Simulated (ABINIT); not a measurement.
A run of ABINIT 10.8.3 (patched build):

File run.abi:

```
ndtset 7
getwfk -1
scalecart1 3*0.9795861087
scalecart2 3*0.9864848297
scalecart3 3*0.9932883884
scalecart4 3*1.0000000000
scalecart5 3*1.0066227096
scalecart6 3*1.0131594038
scalecart7 3*1.0196128224

pp_dirpath "./"
pseudos "Mg.GGA_PBE-JTH.xml, B.GGA_PBE-JTH.xml"

acell 3*1.0 Angstrom
rprim
     3.0850000000     0.0000000000     0.0000000000
    -1.5425000000     2.6716883707     0.0000000000
     0.0000000000     0.0000000000     3.5230000000
ntypat 2
znucl 12 5
natom 3
typat 1 2 2
xred
     0.0000000000     0.0000000000     0.0000000000
     0.6666666667     0.3333333333     0.5000000000
     0.3333333333     0.6666666667     0.5000000000

ecut 408.170794 eV
pawecutdg 30.0
pawovlp 30

kptopt 1
ngkpt 10 10 8
nshiftk 1
shiftk 0.0 0.0 0.0

ixc -106132

nband 12
occopt 3
tsmear 0.00183747

nstep 100
tolvrs 1.0e-9

iomode 3
prtwf 1
prtden 0
prteig 0
prtebands 0
enunit 2
```

Potentials or basis: JTH PAW PBE v2.0.

The run is started by

```console
$ abinit run.abi > log 2>&1
```

Hardware: 1 thread of Arm Neoverse V1 (shared host).

**Question.** How long does it take, and how much memory?

**Answer.** Run time: 80 s on 1 thread of Arm Neoverse V1, with other jobs on the host, peak memory 0.13 GiB. Counts: scf iterations 49, mpi ranks 1, k points 70, bands 12, plane waves 526.
